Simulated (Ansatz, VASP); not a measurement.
NaF: VASP beside Ansatz

The input INCAR:

```
SYSTEM = NaF
PREC = Accurate
ENCUT = 520
EDIFF = 1E-6
ISMEAR = 0
SIGMA = 0.05
LREAL = .False.
LASPH = .True.
NELM = 100
ALGO = Normal
ISIF = 2
LWAVE = .False.
LCHARG = .True.
GGA = PS
LELF = .True.
LVHAR = .True.
NBANDS = 14
```

KPOINTS

```
regular mesh
0
Gamma
  8 8 8
  0 0 0
```

The input POSCAR:

```
NaF
1.0
    0.0000000000      2.3233000000      2.3233000000
    2.3233000000      0.0000000000      2.3233000000
    2.3233000000      2.3233000000      0.0000000000
Na F
1 1
Direct
    0.0000000000      0.0000000000      0.0000000000
    0.4515774975      0.5484225025      0.4515774975
```

Input for Ansatz:

```yaml
crystal:
  lattice:
    - [0.0, 2.3233, 2.3233]
    - [2.3233, 0.0, 2.3233]
    - [2.3233, 2.3233, 0.0]
  atoms:
    - { symbol: Na, position: [0.0, 0.0, 0.0] }
    - { symbol: F, position: [0.4515774975, 0.5484225025, 0.4515774975] }
basis:
  ecutwfc: 420
kpoints:
  mp_grid: { grid: [8, 8, 8] }
hamiltonian:
  xc: pbesol
scf:
  occupations: { method: gaussian, width: 0.05 }
output:
  forces: true
  stress: true
  eigenvalues: true
```

Alike in both runs: task single point; functional PBEsol; k mesh 8 × 8 × 8; occupations gaussian, width 0.05 eV; no spin polarisation.

```csv
,VASP,Ansatz
version,VASP 6.6.1,Ansatz 0.2.0
potentials or method,"VASP PAW PBE potentials, release 64 (Na_pv, F)","scalar-relativistic, plane waves, PAW"
plane-wave cutoff (eV),520,420
valence electrons in the cell,14,16
```

```csv
,VASP,Ansatz,Ansatz less VASP
gap on the k mesh at the Fermi level (eV),6.12,6.15,+0.024
least direct gap on the mesh (eV),6.12,6.15,+0.024
pressure (GPa),1.0,1.0,+0.03
largest component of the traceless stress (GPa),3.96,3.78,-0.184
rms of the force components (eV/Å),0.380,0.363,-0.0170
```

Atom by atom the forces differ by 0.017 eV/Å (rms over components). With one functional, cell and mesh, what is left measures potentials, basis and numerics. The two sets of potentials don't hold the same shells in valence.

Caveats: the PAW data sets were made with another functional, which shifts forces and pressure a little (VASP).
